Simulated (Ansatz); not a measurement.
The system is WS2.

```
W S
1.0
     1.57900    0.91164    6.16333
    -1.57900    0.91164    6.16333
     0.00000   -1.82327    6.16333
W S
1 2
Direct
  0.00000 0.00000 0.00000
  0.58100 0.58100 0.58100
  0.75030 0.75030 0.75030
```

Measurements of this composition are mostly on another form, of space group No. 194.

| Item | Value |
| --- | --- |
| Program | Ansatz 0.2.0 |
| Task | relaxation of cell and atoms |
| Functional | PBE |
| Dispersion | D3(BJ)-ATM |
| Potentials or basis | Ansatz PAW |
| Cutoff | 420 eV (not typed: the program's choice for these potentials) |
| k mesh | 10 × 10 × 10 |
| Occupations | fermi-dirac, width 0.05 eV |
| Spin | no spin polarisation |

At the start: volume 17.74 Å³/atom.

Task: Where does the relaxation end?

Result: It ends after 5 steps and the volume is 17.60 Å³/atom (-0.8 %); space group R3m (No. 160, to 0.05 Å).

Step by step:
| step | energy change (eV) | largest force (eV/Å) | volume (Å³) |
| --- | --- | --- | --- |
| 1 | 0.0000 | 0.6093 | 53.23 |
| 2 | -0.0067 | 0.2122 | 52.42 |
| 3 | -0.0084 | 0.0268 | 52.95 |
| 4 | -0.0085 | 0.0029 | 52.80 |
| 5 | -0.0085 | 0.0029 | 52.80 |

Final structure:
```cif
data_structure
_symmetry_space_group_name_H-M 'P 1'
_symmetry_Int_Tables_number 1
_cell_length_a 6.3672
_cell_length_b 6.3672
_cell_length_c 6.3672
_cell_angle_alpha 28.750
_cell_angle_beta 28.750
_cell_angle_gamma 28.750
_cell_volume 52.80
loop_
_atom_site_label
_atom_site_type_symbol
_atom_site_fract_x
_atom_site_fract_y
_atom_site_fract_z
_atom_site_occupancy
W1 W 0.99934 0.99934 0.99934 1
S1 S 0.58005 0.58005 0.58005 1
S2 S 0.75191 0.75191 0.75191 1
```

Caveat: the plane-wave basis is chosen anew once the cell has moved, so the energies of steps on either side of that aren't comparable.
